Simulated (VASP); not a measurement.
# BP: molecular dynamics with a monitored distance, by stops when the distance exceeds

BP, F-43m (no. 216), 8 atoms in the cell. PBE, molecular dynamics; PAW potentials P, B (PBE set).

| Stops when the distance exceeds (Å) | Largest distance met (Å) | Steps run | Mean temperature (K) | Time (s) |
|---|---|---|---|---|
| 2.083 | 2.077 | 80 | 479 | 148 |
| 3.144 | 2.077 | 80 | 479 | 154 |

Limits: 80 fs of 8 atoms are too short for converged averages; the distance is that to the nearest periodic copy, which so small a cell caps; the cell is only 4.5 Å across, so each atom moves in step with near copies of itself.

## Input of the first row

INCAR:
```
ALGO = Normal
ANDERSEN_PROB = 0.05
EDIFF = 1E-5
ENCUT = 320
GGA = PE
IBRION = 0
ISIF = 2
ISMEAR = 0
ISYM = 0
KPAR = 2
LASPH = T
LCHARG = F
LREAL = Auto
LWAVE = F
MDALGO = 1
NELM = 60
NELMIN = 4
NSW = 80
POTIM = 1.0
PREC = Normal
RANDOM_SEED = 650240 0 0
SIGMA = 0.05
TEBEG = 600
TEEND = 600
VALUE_MAX = 2.083
VALUE_MIN = 0.983
```

KPOINTS:
```
k-points
0
Monkhorst-Pack
  2 2 2
```

ICONST:
```
R 1 7 7
```

POSCAR:
```
BP
1.0
    4.5380000000      0.0000000000      0.0000000000
    0.0000000000      4.5380000000      0.0000000000
    0.0000000000      0.0000000000      4.5380000000
P B
4 4
Direct
    0.2500000000      0.2500000000      0.2500000000
    0.2500000000      0.7500000000      0.7500000000
    0.7500000000      0.2500000000      0.7500000000
    0.7500000000      0.7500000000      0.2500000000
    0.0000000000      0.0000000000      0.0000000000
    0.0000000000      0.5000000000      0.5000000000
    0.5000000000      0.0000000000      0.5000000000
    0.5000000000      0.5000000000      0.0000000000
```

Commands:
```
cat potpaw_PBE.64/P/POTCAR potpaw_PBE.64/B/POTCAR > POTCAR
mpirun -np 2 vasp_std > vasp.out
```

Changes of the last row against the first:
```
- VALUE_MAX = 2.083
+ VALUE_MAX = 3.144
```

VASP 6.6.1 took 148 s on 2 cores (Intel Xeon Platinum 8175M @ 2.50GHz (Skylake/Cascade Lake)), a shared host.
